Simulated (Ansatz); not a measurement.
The system is EuO.

```
Eu O
1.0
     0.00000    2.57195    2.57195
     2.57195    0.00000    2.57195
     2.57195    2.57195    0.00000
Eu O
1 1
Cartesian
  0.0000 0.0000 0.0000
  2.5720 2.5720 2.5720
```

Base run:

```yaml
Program: Ansatz 0.2.0
Functional: PBEsol
Potentials_or_basis: all-electron LAPW, scalar-relativistic
Cutoff: 291 eV (chosen from the basis error)
Basis_error_allowed: 0.001 eV/atom
k_mesh: 9 × 9 × 9
Occupations: fermi-dirac, width 0.05 eV
Spin: collinear spin, ferromagnetic start
Starting_moments: "[7.0, 0.0] μB"
Hubbard_terms: Eu f U = 2 eV
```

Its results: band gap on the k mesh none (metal or under the smearing width); pressure -6.7 GPa; net moment 7.00 μB per cell; site moments Eu +6.89; O -0.10 μB.

Question: After a change of settings the same cell gave: band gap on the k mesh none (metal or under the smearing width); pressure -4.7 GPa; net moment 7.00 μB per cell; site moments Eu +6.92; O -0.10 μB. Which change was it?
A. hubbard terms from Eu f U = 2 eV to none
B. hubbard terms from Eu f U = 2 eV to Eu f U = 4 eV
C. hubbard terms from Eu f U = 2 eV to Eu f U = 6 eV

Answer: B.

Caveats: the magnetic state may not be the lowest; an open f shell can end in a state above the lowest; U is the effective U less J, on atomic orbitals that reach past the spheres; spin-orbit coupling is left out, which moves the levels of the heavy elements; a cell with one magnetic atom can't hold antiferromagnetic order, which such compounds often take.

Runs at the PBE level aren't shown here.
